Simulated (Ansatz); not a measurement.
NaH: elastic runs at many settings, some unsound

Level of theory: DFT PBE, scalar-relativistic, plane waves, PAW in Ansatz. Plane waves to 420 eV; Γ-centred k mesh 10×10×10; fixed occupations. No spin polarisation.

The cell is fixed (symmetry leaves no force on the atoms) and stands under -0.1 GPa:
```yaml
crystal:
  lattice:
    - [2.96880, 0.00000, 0.00000]
    - [0.00000, 2.96880, 0.00000]
    - [0.00000, 0.00000, 2.96880]
  atoms:
    - { symbol: Na, position: [0.00000, 0.00000, 0.00000] }
    - { symbol: H, position: [0.50000, 0.50000, 0.50000] }
```

The cell is the ideal cubic caesium chloride prototype; this isn't the usual structure of the compound.

At these settings the run gives the elastic coefficients (GPa; two-point stencil, strain 0.002 and ions relaxed unless stated):
```tsv
setting	C11	C12	C44
reference run	97.4	-13.6	-5.9
```

Task: One thing at a time is changed: at most 2 SCF iterations; k mesh 1×1×1; k mesh 5×5×5; strain amplitude 0.02; strain amplitude 0.001; cutoff 600 eV; k mesh shifted by half a step; cutoff 300 eV. Some runs at doubtful settings were capped at 50 to 100 SCF iterations. What does each run give?

Result:
```tsv
setting	C11	C12	C44
at most 2 SCF iterations	not converged	–	–
k mesh 1×1×1	36.0	-11.0	9.9
k mesh 5×5×5	96.7	-13.3	-5.3
strain amplitude 0.02	97.6	-13.6	-5.9
strain amplitude 0.001	97.3	-13.6	-6.0
cutoff 600 eV	97.4	-13.6	-5.9
k mesh shifted by half a step	97.5	-13.6	-5.9
cutoff 300 eV	98.0	-13.7	-5.9
```
The reference run stands for the crystal at ordinary settings. Unsound on purpose: at most 2 SCF iterations; k mesh 1×1×1. Below the recommended cutoff: cutoff 300 eV. No effect at these digits: cutoff 600 eV.